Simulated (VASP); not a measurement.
Crystal: InP.

```
CELL_PARAMETERS angstrom
0.00000 2.93050 2.93050
2.93050 0.00000 2.93050
2.93050 2.93050 0.00000
ATOMIC_POSITIONS crystal
In 0.00000 0.00000 0.00000
P 0.25000 0.25000 0.25000
```

Base run:

| Item | Value |
| --- | --- |
| Program | VASP 6.6.1 |
| Functional | PBE |
| Potentials or basis | VASP PAW PBE potentials, release 64 (In_d, P) |
| Cutoff | 520 eV |
| k mesh | 7 × 7 × 7 |
| Occupations | fermi-dirac, width 0.02 eV |
| Spin | no spin polarisation |

Its results: band gap on the k mesh 0.71 eV, direct; pressure 3.3 GPa.

Task: The run is repeated on the same cell with these changes: functional from PBE to HSE06; k mesh from 7 × 7 × 7 to 5 × 5 × 5. What comes out?

Result: Band gap on the k mesh 1.53 eV, direct; pressure 1.4 GPa.

Several settings changed at once, so the effect can't be laid on one alone.

Caveats: spin-orbit coupling is left out, which moves the levels of the heavy elements; the PAW data sets were made with another functional, which shifts forces and pressure a little (some runs).

